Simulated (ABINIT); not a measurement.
# Al (Fm-3m) in ABINIT: notebook

Aim: see how the results for Al move with the level of theory and the settings. Levels: LDA, PBE. Tasks: phonons at a zone-boundary q, optical spectrum, positron lifetime.

All numbers are computed with ABINIT 10.8.3 (patched build); they aren't measurements. Logs are shortened: lines on timing, memory, paths and dates and some standing lists are left out, and cuts for length are marked. The log counts tension as positive stress, the text compression.

## 1. The crystal as given

Symmetry: Fm-3m, No. 225, cubic system. The conventional cell has a = 4.050 Å, b = 4.050 Å, c = 4.050 Å, α = 90.00°, β = 90.00°, γ = 90.00°. Al (site symmetry m-3m) is surrounded by 12 Al at 2.86 Å.

## 2. Phonons at a zone-boundary q, LDA

run.abi

```
ndtset 2

pp_dirpath "./"
pseudos "Al.upf"

acell 3*1.0 Angstrom
rprim
     0.0000000000     2.0248050000     2.0248050000
     2.0248050000     0.0000000000     2.0248050000
     2.0248050000     2.0248050000     0.0000000000
ntypat 1
znucl 13
natom 1
typat 1
xred
            0.0            0.0            0.0

ecut 16.0

ngkpt 12 12 12
nshiftk 1
shiftk 0.0 0.0 0.0

ixc 7

nband 10
occopt 7
tsmear 0.2 eV

nstep 80

prteig 0
prtebands 0
prtwf 0
prtden 0
prtpot 0

kptopt1 1
tolvrs1 1.0e-15
prtwf1 1
tolwfr1 1.0e-14
nbdbuf1 4
nline1 6

rfphon2 1
rfatpol2 1 1
rfdir2 1 1 1
getwfk2 1
kptopt2 3
nqpt2 1
qpt2 1/2 1/2 1/2
tolvrs2 1.0e-9
```

Potentials or basis: PseudoDojo NC SR LDA v0.4.1 standard.

Launch:

```sh
$ abinit run.abi > log 2>&1
```

run.abo:

```text
.Version 10.8.3 of ABINIT
 DATASET    1 : space group Fm -3 m (#225); Bravais cF (face-center cubic)
================================================================================
 Values of the parameters that define the memory need for DATASET  1.
     intxc =       0    ionmov =       0      iscf =       7    lmnmax =       6
     lnmax =       6     mgfft =      20  mpssoang =       3    mqgrid =    3001
     natom =       1  nloc_mem =       1    nspden =       1   nspinor =       1
    nsppol =       1      nsym =      48    n1xccc =    2501    ntypat =       1
    occopt =       7   xclevel =       1
       mpw =         360          nfft =        8000          nkpt =          72
================================================================================
================================================================================

 DATASET    2 : space group Fm -3 m (#225); Bravais cF (face-center cubic)
================================================================================
 Values of the parameters that define the memory need for DATASET  2 (RF).
     intxc =       0      iscf =       7    lmnmax =       6     lnmax =       6
     mgfft =      20  mpssoang =       3    mqgrid =    3001     natom =       1
  nloc_mem =       1    nspden =       1   nspinor =       1    nsppol =       1
      nsym =      48    n1xccc =    2501    ntypat =       1    occopt =       7
   xclevel =       1
      nfft =        8000          nkpt =        1728
================================================================================
================================================================================

--------------------------------------------------------------------------------
------------- Echo of variables that govern the present computation ------------
--------------------------------------------------------------------------------
 -outvars: echo values of preprocessed input variables --------
            acell      1.8897261259E+00  1.8897261259E+00  1.8897261259E+00 Bohr
              amu      2.69815390E+01
             ecut      1.60000000E+01 Hartree
           getwfk1          0
           getwfk2          1
                       outvar_i_n : Printing only first  50 k-points.
              ixc           7
           jdtset        1    2
                       outvar_i_n : Printing only first  50 k-points.
           kptopt1          1
           kptopt2          3
         kptrlatt       12    0    0      0   12    0      0    0   12
          kptrlen      6.49349209E+01
            natom           1
            nband1         10
            nband2         10
           nbdbuf1          4
           nbdbuf2          2
           ndtset           2
            ngfft          20      20      20
             nkpt1         72
             nkpt2       1728
            nline1          6
            nline2          4
             nqpt1          0
             nqpt2          1
            nstep          80
             nsym          48
           ntypat           1
                       prtocc : prtvol=0, do not print more k-points.
                       prtocc : prtvol=0, do not print more k-points.
           occopt           7
        optdriver1          0
        optdriver2          1
           prtden           0
        prtebands           0
           prteig           0
            prtwf1          1
            prtwf2          0
              qpt1     0.00000000E+00  0.00000000E+00  0.00000000E+00
              qpt2     5.00000000E-01  5.00000000E-01  5.00000000E-01
           rfphon1          0
           rfphon2          1
            rprim      0.0000000000E+00  2.0248050000E+00  2.0248050000E+00
                       2.0248050000E+00  0.0000000000E+00  2.0248050000E+00
                       2.0248050000E+00  2.0248050000E+00  0.0000000000E+00
          spgroup         225
           tolvrs1     1.00000000E-15
           tolvrs2     1.00000000E-09
           tolwfr1     1.00000000E-14
           tolwfr2     0.00000000E+00
           tsmear      7.34986444E-03 Hartree
            typat      1
                       outvars : Printing only first  50 k-points.
            znucl       13.00000

[... 141 lines left out ...]
band_energy         :  3.43662158182994E-01
...

 Cartesian components of stress tensor (hartree/bohr^3)
  sigma(1 1)=  1.35326445E-04  sigma(3 2)=  0.00000000E+00
  sigma(2 2)=  1.35326445E-04  sigma(3 1)=  0.00000000E+00
  sigma(3 3)=  1.35326445E-04  sigma(2 1)=  0.00000000E+00

-Cartesian components of stress tensor (GPa)         [Pressure= -3.9814E+00 GPa]
- sigma(1 1)=  3.98144148E+00  sigma(3 2)=  0.00000000E+00
- sigma(2 2)=  3.98144148E+00  sigma(3 1)=  0.00000000E+00
- sigma(3 3)=  3.98144148E+00  sigma(2 1)=  0.00000000E+00

================================================================================
== DATASET  2 ==================================================================

--- !DatasetInfo
iteration_state: {dtset: 2, }
dimensions: {natom: 1, nkpt: 1728, mband: 10, nsppol: 1, nspinor: 1, nspden: 1, mpw: 360, }
cutoff_energies: {ecut:  16.0, pawecutdg:  -1.0, }
electrons: {nelect:   3.00000000E+00, charge:   0.00000000E+00, occopt:   7.00000000E+00, tsmear:   7.34986444E-03, }
meta: {optdriver: 1, rfphon: 1, }
...

 mkfilename : getwfk/=0, take file _WFK from output of DATASET   1.

 Exchange-correlation functional for the present dataset will be:
  LDA: Perdew-Wang 92 LSD fit to Ceperley-Alder data - ixc=7
  J.P.Perdew and Y.Wang, PRB 45, 13244 (1992)

 Real(R)+Recip(G) space primitive vectors, cartesian coordinates (Bohr,Bohr^-1):
 R(1)=  0.0000000  3.8263269  3.8263269  G(1)= -0.1306736  0.1306736  0.1306736
 R(2)=  3.8263269  0.0000000  3.8263269  G(2)=  0.1306736 -0.1306736  0.1306736
 R(3)=  3.8263269  3.8263269  0.0000000  G(3)=  0.1306736  0.1306736 -0.1306736
 Unit cell volume ucvol=  1.1204080E+02 bohr^3
 Angles (23,13,12)=  6.00000000E+01  6.00000000E+01  6.00000000E+01 degrees
 setup1 : take into account q-point for computing boxcut.

 getcut: wavevector=  0.5000  0.5000  0.5000  ngfft=  20  20  20
         ecut(hartree)=     16.000   => boxcut(ratio)=   1.95134

--- Pseudopotential description ------------------------------------------------
- pspini: atom type   1  psp file is ./Al.upf
  13.00000   3.00000  180309                  znucl, zion, pspdat
12 -1012 2 -1 1854                            pspcod,pspxc,lmax,lloc,mmax
     nproj     2     2     2

--------------------------------------------------------------------------------

 ==>  initialize data related to q vector <==

 The list of irreducible perturbations for this q vector is:
    1)    idir= 1    ipert=   1

================================================================================

 The perturbation idir=   2  ipert=   1 is
 symmetric of a previously calculated perturbation.
 So, its SCF calculation is not needed.

 The perturbation idir=   3  ipert=   1 is
 symmetric of a previously calculated perturbation.
 So, its SCF calculation is not needed.

--------------------------------------------------------------------------------
 Perturbation wavevector (in red.coord.)   0.500000  0.500000  0.500000
 Perturbation : displacement of atom   1   along direction   1
 Found     2 symmetries that leave the perturbation invariant.
 symkpt : the number of k-points, thanks to the symmetries,
 is reduced to   936 .

--------------------------------------------------------------------------------

--------------------------------------------------------------------------------

 dfpt_looppert : total number of electrons, from k and k+q
  fully or partially occupied states are    3.000000E+00 and    3.000000E+00.
 Initialisation of the first-order wave-functions :
  ireadwf=   0

--- !BeginCycle
iteration_state: {dtset: 2, }
solver: {iscf: 7, nstep: 80, nline: 4, wfoptalg: 0, }
tolerances: {tolvrs: 1.00E-09, }
...

     iter   2DEtotal(Ha)        deltaE(Ha) residm    vres2
-ETOT  1   3.5455919505513     -2.750E+01 1.189E+01 4.081E+03
 ETOT  2   1.7454645947031     -1.800E+00 2.323E-01 7.298E+01
 ETOT  3   1.7121720508192     -3.329E-02 2.067E-02 3.022E-02
 ETOT  4   1.7121587279137     -1.332E-05 2.520E-03 3.769E-04
 ETOT  5   1.7121585659113     -1.620E-07 4.535E-04 4.041E-07
 ETOT  6   1.7121585656838     -2.274E-10 4.341E-05 1.612E-09
 ETOT  7   1.7121585656831     -6.857E-13 1.181E-05 1.681E-12

 At SCF step    7       vres2   =  1.68E-12 < tolvrs=  1.00E-09 =>converged.
================================================================================

 ----iterations are completed or convergence reached----

 Mean square residual over all n,k,spin=   33.735E-10; max=  11.810E-06

 2DEtotal=    0.1712158566E+01 Ha. Also 2DEtotal=    0.465902080452E+02 eV
    (2DErelax=   -2.9333830740E+01 Ha. 2DEnonrelax=    3.1045989305E+01 Ha)
    (  non-var. 2DEtotal :    1.7121585552E+00 Ha)

================================================================================

 ---- first-order wavefunction calculations are completed ----

 ==> Compute Derivative Database <==

  Dynamical matrix, in cartesian coordinates,
   if specified in the inputs, asr has been imposed
     j1       j2             matrix element
  dir pert dir pert     real part    imaginary part

   1    1   1    1         0.0377657257         0.0000000018
   1    1   2    1         0.0207065280        -0.0000000018
   1    1   3    1         0.0207065280        -0.0000000018

   2    1   1    1         0.0207065280        -0.0000000018
   2    1   2    1         0.0377657257         0.0000000018
   2    1   3    1         0.0207065280        -0.0000000018

   3    1   1    1         0.0207065280        -0.0000000018
   3    1   2    1         0.0207065280        -0.0000000018
   3    1   3    1         0.0377657257         0.0000000018

  Phonon wavevector (reduced coordinates) :  0.50000  0.50000  0.50000
 Phonon energies in Hartree :
   5.889330E-04  5.889330E-04  1.268794E-03
 Phonon frequencies in cm-1    :
   1.292559E+02  1.292559E+02  2.784680E+02

== END DATASET(S) ==============================================================
================================================================================

 -outvars: echo values of variables after computation  --------
            acell      1.8897261259E+00  1.8897261259E+00  1.8897261259E+00 Bohr
           etotal1    -2.3631017387E+00
           etotal2     1.7121585657E+00
            fcart1    -0.0000000000E+00 -0.0000000000E+00 -0.0000000000E+00
            fcart2     0.0000000000E+00  0.0000000000E+00  0.0000000000E+00
            rprim      0.0000000000E+00  2.0248050000E+00  2.0248050000E+00
                       2.0248050000E+00  0.0000000000E+00  2.0248050000E+00
                       2.0248050000E+00  2.0248050000E+00  0.0000000000E+00
           strten1     1.3532644533E-04  1.3532644533E-04  1.3532644533E-04
                       0.0000000000E+00  0.0000000000E+00  0.0000000000E+00
           strten2     0.0000000000E+00  0.0000000000E+00  0.0000000000E+00
                       0.0000000000E+00  0.0000000000E+00  0.0000000000E+00
 Calculation completed.
```

Run time: 35 s. Hardware: 1 thread of Intel Xeon 6975P-C (Granite Rapids), shared host; peak memory 0.22 GiB.

What came out:

```
Free energy                                 : -64.3033 eV
Pressure                                    : -4.0 GPa
Band gap on the k mesh                      : none (metal or under the smearing width)
Highest phonon frequency at the q point run : 278 cm⁻¹
```

Phonon frequencies in cm⁻¹ (negative: imaginary):
```
              q point  frequencies
(0.500, 0.500, 0.500)  129 129 278
```

## 3. Optical spectrum, LDA

run.abi

```
# Datasets
ndtset 3

# Pseudopotentials
pp_dirpath "./"
pseudos "Al.upf"

# Structure
acell 2.8635066922 2.8635066922 2.8635066922 Angstrom
rprim
     0.0000000000     0.7071067812     0.7071067812
     0.7071067812     0.0000000000     0.7071067812
     0.7071067812     0.7071067812     0.0000000000
ntypat 1
znucl 13
natom 1
typat 1
xred
            0.0            0.0            0.0

# Plane-wave basis
ecut 16.0

# k points
ngkpt 12 12 12
nshiftk 4
shiftk
     0.5000000000     0.5000000000     0.5000000000
     0.5000000000     0.0000000000     0.0000000000
     0.0000000000     0.5000000000     0.0000000000
     0.0000000000     0.0000000000     0.5000000000
istwfk *1

# Exchange and correlation
ixc 7

# Bands and occupations
occopt 6
tsmear 0.136 eV

# SCF cycle
nstep 80

# Output
iomode 3
prteig 0
prtebands 0

# Dataset 1: ground state
nband1 6
tolvrs1 1.0e-12
prtden1 1
prtwf1 0
kptopt1 1

# Dataset 2: empty bands at fixed density
iscf2 -3
getden2 1
nband2 14
nbdbuf2 4
tolwfr2 1.0e-12
nstep2 120
prtden2 0
kptopt2 1

# Dataset 3: wave functions and velocity matrix elements in the full zone
optdriver3 8
wfk_task3 "wfk_optics_fullbz"
getwfk3 2
nband3 10
kptopt3 1
prtevk3 1
inclvkb3 2
```

optic.abi

```
&FILES
 ddkfile_1 = 'runo_DS3_1_EVK.nc',
 ddkfile_2 = 'runo_DS3_2_EVK.nc',
 ddkfile_3 = 'runo_DS3_3_EVK.nc',
 wfkfile = 'runo_DS3_WFK.nc'
/
&PARAMETERS
 broadening = 0.007350,
 domega = 0.002,
 maxomega = 0.8,
 scissor = 0.000000,
 tolerance = 0.002
/
&COMPUTATIONS
 num_lin_comp = 1,
 lin_comp = 11,
 num_nonlin_comp = 0
/
```

Potentials or basis: PseudoDojo NC SR LDA v0.4.1 standard.

Launch:

```sh
$ abinit run.abi > log 2>&1
$ optic optic.abi > optic.log 2>&1
```

run.abo:

```text
.Version 10.8.3 of ABINIT
 DATASET    1 : space group Fm -3 m (#225); Bravais cF (face-center cubic)
================================================================================
 Values of the parameters that define the memory need for DATASET  1.
     intxc =       0    ionmov =       0      iscf =       7    lmnmax =       6
     lnmax =       6     mgfft =      20  mpssoang =       3    mqgrid =    3001
     natom =       1  nloc_mem =       1    nspden =       1   nspinor =       1
    nsppol =       1      nsym =      48    n1xccc =    2501    ntypat =       1
    occopt =       6   xclevel =       1
       mpw =         351          nfft =        8000          nkpt =         182
================================================================================
================================================================================
[... 13 lines left out ...]
 DATASET    3 : space group Fm -3 m (#225); Bravais cF (face-center cubic)
================================================================================
 Values of the parameters that define the memory need for DATASET  3.
     intxc =       0    ionmov =       0      iscf =       7    lmnmax =       6
     lnmax =       6     mgfft =      20  mpssoang =       3    mqgrid =    3001
     natom =       1  nloc_mem =       1    nspden =       1   nspinor =       1
    nsppol =       1      nsym =      48    n1xccc =    2501    ntypat =       1
    occopt =       6   xclevel =       1
       mpw =         351          nfft =        8000          nkpt =         182
================================================================================
================================================================================

--------------------------------------------------------------------------------
------------- Echo of variables that govern the present computation ------------
[... 352 lines left out ...]
...

 mkfilename : getwfk/=0, take file _WFK from output of DATASET   2.

 Exchange-correlation functional for the present dataset will be:
  LDA: Perdew-Wang 92 LSD fit to Ceperley-Alder data - ixc=7
  J.P.Perdew and Y.Wang, PRB 45, 13244 (1992)

--------------------------------------------------------------------------------

 Computation of velocity matrix elements (DDK)

 Parameters extracted from the Abinit header:
    ecut:     16.0
    nkpt:    6912
    mband:   14
    nsppol:  1
    nspinor: 1
    useylm:  0
    inclvkb: 2
    bmin: 1, bmax: 14
    Computing diagonal and off-diagonal matrix elements
    Between band index bmin: 1, bmax: 14

== END DATASET(S) ==============================================================
================================================================================

 -outvars: echo values of variables after computation  --------
            acell      5.4112434080E+00  5.4112434080E+00  5.4112434080E+00 Bohr
           etotal1    -2.3626104557E+00
           etotal2    -2.3626104557E+00
           etotal3     0.0000000000E+00
            fcart1    -0.0000000000E+00 -0.0000000000E+00 -0.0000000000E+00
            fcart3     0.0000000000E+00  0.0000000000E+00  0.0000000000E+00
            rprim      0.0000000000E+00  7.0710678120E-01  7.0710678120E-01
                       7.0710678120E-01  0.0000000000E+00  7.0710678120E-01
                       7.0710678120E-01  7.0710678120E-01  0.0000000000E+00
           strten1     1.3894197037E-04  1.3894197037E-04  1.3894197037E-04
                       0.0000000000E+00  0.0000000000E+00  0.0000000000E+00
           strten3     0.0000000000E+00  0.0000000000E+00  0.0000000000E+00
                       0.0000000000E+00  0.0000000000E+00  0.0000000000E+00
 Calculation completed.
```

optic_0001_0001-linopt.out:

```text
#calculated the component:  1  1  of dielectric function
 #broadening:    0.000000E+00    7.350000E-03
 #scissors shift:    0.000000E+00
 #energy window:    5.058794E+01eV    1.859073E+00Ha
 # Energy(eV)         Im(eps(w))
    2.721139E-01    1.142208E+02
    8.163416E-01    1.776149E+01
    1.360569E+00    9.087485E+00
    1.904797E+00    4.124199E+01
    2.449025E+00    8.863383E+00
    2.993252E+00    2.486482E+00
[... 32 lines left out ...]
    2.095277E+01    1.802547E-02
    2.149700E+01    1.445996E-02
[... 169 lines left out ...]
    1.904797E+00    6.140863E-01
    2.449025E+00    8.039424E-01
    2.993252E+00    8.265736E-01
[... 32 lines left out ...]
    2.095277E+01    2.017226E-03
    2.149700E+01    1.816032E-03
 # Energy(eV)         absorption coeff (in 10^6 m-1) = omega Im(eps) / c n(eps)
    1.632683E-01    5.124568E+00
    7.074960E-01    3.285457E+01
    1.251724E+00    2.212623E+01
    1.795951E+00    4.805946E+01
    2.340179E+00    1.092898E+02
    2.884407E+00    8.893789E+01
[... 32 lines left out ...]
    2.084392E+01    2.120077E+00
    2.138815E+01    1.760845E+00
```

It took 63 s on 1 thread of Arm Neoverse N1, shared host; peak memory 0.77 GiB.

Results:

```
Free energy : -64.2899 eV
Pressure    : -4.1 GPa
```

Dielectric function (mean over the directions given):
```csv
energy (eV),real part,imaginary part
0.33,36.05,114.76
0.98,-0.87,13.49
1.63,17.32,14.48
2.29,-20.56,16.27
2.94,-8.41,2.79
3.70,-3.07,1.23
4.35,-0.92,3.67
5.01,-2.69,0.83
5.66,-1.46,0.32
6.31,-0.72,0.26
7.08,-0.29,0.69
7.73,-0.38,0.19
8.38,-0.09,0.09
9.03,0.14,0.10
9.69,0.29,0.15
10.45,0.28,0.08
11.10,0.39,0.04
11.76,0.48,0.04
12.41,0.56,0.06
13.06,0.55,0.05
13.82,0.62,0.03
14.48,0.66,0.03
15.13,0.70,0.04
15.78,0.70,0.03
16.44,0.74,0.02
17.20,0.76,0.02
17.85,0.78,0.02
18.50,0.79,0.02
19.16,0.80,0.02
19.92,0.82,0.01
```

Caveat: the cutoff is short for stress, so the pressure is rough; the intraband (Drude) term is left out; spectra need much finer meshes, so this one isn't converged; independent-particle spectra lack excitons.

(Part 1 of 2 ends here.)
